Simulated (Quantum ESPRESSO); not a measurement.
## TePt: equation of state with LDA

Crystal: TePt.

```
Pt Te
1.0
     1.98157    1.14406    6.66103
    -1.98157    1.14406    6.66103
     0.00000   -2.28812    6.66103
Pt Te
2 2
Cartesian
  0.0000 0.0000 2.5911
  0.0000 0.0000 17.3920
  0.0000 0.0000 8.0332
  0.0000 0.0000 11.9499
```

* Program: Quantum ESPRESSO 7.5
* Task: equation of state
* Functional: LDA
* Potentials or basis: GBRV 1.5 LDA
* Cutoff: 612 eV
* Density cutoff: 4898 eV
* k mesh: 8 × 8 × 8
* Occupations: fermi-dirac, width 0.05 eV
* Spin: no spin polarisation
* Form of the LDA correlation: PZ81
* Mixing beta: 0.5
* Most SCF iterations: 120
* SCF threshold: 8e-10 Ry

| Item | Value |
| --- | --- |
| Equilibrium volume | 22.44 Å³/atom |
| Bulk modulus at fixed shape and positions | 140 GPa |
| Pressure derivative of the bulk modulus | 5.2 |

Energy against volume, from the lowest point:
| volume (Å³/atom) | energy (meV/atom) |
| --- | --- |
| 21.292 | 27.74 |
| 21.745 | 9.17 |
| 22.198 | 0.30 |
| 22.651 | 0.00 |
| 23.104 | 7.28 |
| 23.557 | 21.28 |
| 24.010 | 41.13 |

All runs of the series together: 17 min on 2 threads of Arm Neoverse V2, with other jobs on the host.

Caveat: the cell was scaled at fixed shape and fractional positions, which overstates the stiffness of a crystal with free parameters, most of all of layers and chains. Spin-orbit coupling is left out, which matters for the levels of Pt, Te.
